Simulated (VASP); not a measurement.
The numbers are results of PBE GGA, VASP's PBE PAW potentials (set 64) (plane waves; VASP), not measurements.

VASP ran on this input.

**KPOINTS**
```
Automatic mesh
0
Gamma
7 7 7
0 0 0
```

INCAR:
```
ALGO = Normal
EDIFF = 1E-6
ENCUT = 240
GGA = PE
ISIF = 2
ISMEAR = 0
LASPH = T
LCHARG = F
LMAXMIX = 4
LREAL = F
LWAVE = F
NELM = 100
PREC = Accurate
SIGMA = 0.01
SYSTEM = SrF2
```

### POSCAR
```
SrF2
1
    0.0000000000     2.8666470000     2.8666470000
    2.8666470000     0.0000000000     2.8666470000
    2.8666470000     2.8666470000     0.0000000000
Sr F
1 2
Direct
  0.0000000000   0.0000000000   0.0000000000
  0.7500000000   0.7500000000   0.7500000000
  0.2500000000   0.2500000000   0.2500000000
```

POTCAR, in this order: Sr_sv F (PBE.64 set). Program: vasp_std.

The resulting files:

**OSZICAR**
```
       N       E                     dE             d eps       ncg     rms          rms(c)
DAV:   1     0.748301441229E+02    0.74830E+02   -0.93139E+03   688   0.800E+02
DAV:   2    -0.159197438402E+02   -0.90750E+02   -0.87131E+02   808   0.223E+02
DAV:   3    -0.182415323868E+02   -0.23218E+01   -0.23197E+01   896   0.364E+01
DAV:   4    -0.182894422809E+02   -0.47910E-01   -0.47908E-01   864   0.417E+00
DAV:   5    -0.182921969901E+02   -0.27547E-02   -0.27547E-02   896   0.592E-01    0.180E+01
DAV:   6    -0.177143906991E+02    0.57781E+00   -0.13485E-01   776   0.310E+00    0.109E+01
DAV:   7    -0.175236695795E+02    0.19072E+00   -0.27415E-01   856   0.486E+00    0.486E-01
DAV:   8    -0.175290122267E+02   -0.53426E-02   -0.18000E-02   864   0.985E-01    0.292E-01
DAV:   9    -0.175309363579E+02   -0.19241E-02   -0.15399E-03   672   0.261E-01    0.107E-01
DAV:  10    -0.175313486794E+02   -0.41232E-03   -0.55354E-04   680   0.181E-01    0.317E-02
DAV:  11    -0.175313599581E+02   -0.11279E-04   -0.42072E-05   912   0.451E-02    0.145E-02
DAV:  12    -0.175313724021E+02   -0.12444E-04   -0.12290E-05   656   0.227E-02    0.512E-03
DAV:  13    -0.175313723551E+02    0.46996E-07   -0.37764E-07   672   0.468E-03
   1 F= -.17531372E+02 E0= -.17531372E+02  d E =-.260561E-26
```

**OUTCAR**
```
------------------------ aborting loop because EDIFF is reached ----------------------------------------
  FORCE on cell =-STRESS in cart. coord.  units (eV):
  Direction    XX          YY          ZZ          XY          YZ          ZX
  --------------------------------------------------------------------------------------
  Total      -38.9206465    -38.9206465    -38.9206465      0.0000000     -0.0000000      0.0000000
  in kB    -1323.5427740  -1323.5427740  -1323.5427740      0.0000000     -0.0000000      0.0000000
  external PRESSURE =   -1323.5427740 kB  Pullay stress =       0.0000000 kB
  volume of cell :       47.11
      direct lattice vectors                 reciprocal lattice vectors
     0.000000000  2.866647000  2.866647000    -0.174419801  0.174419801  0.174419801
     2.866647000  0.000000000  2.866647000     0.174419801 -0.174419801  0.174419801
     2.866647000  2.866647000  0.000000000     0.174419801  0.174419801 -0.174419801
 POSITION                                       TOTAL-FORCE (eV/Angst)
 -----------------------------------------------------------------------------------
      0.00000      0.00000      0.00000         0.000000     -0.000000     -0.000000
      4.29997      4.29997      4.29997         0.000000     -0.000000     -0.000000
      1.43332      1.43332      1.43332        -0.000000      0.000000      0.000000
 -----------------------------------------------------------------------------------
    total drift:                                0.000000     -0.000000      0.000000
  FREE ENERGIE OF THE ION-ELECTRON SYSTEM (eV)
  ---------------------------------------------------
  free  energy   TOTEN  =       -17.5313723551 eV

  energy  without entropy=      -17.5313723551  energy(sigma->0) =      -17.53137236
```
(Selected blocks of OUTCAR.)

At this cut-off the stress carries a Pulay error, which pulls relaxed volumes low.

The structure comes from a computed database's SrF2 entry; how it stands against other phases isn't given here. The cell was not relaxed at this level, and its volume differs by -4.4 % from the start's. The run is one of a series of settings (ENCUT = 240 against the base run), some of them coarse on purpose.
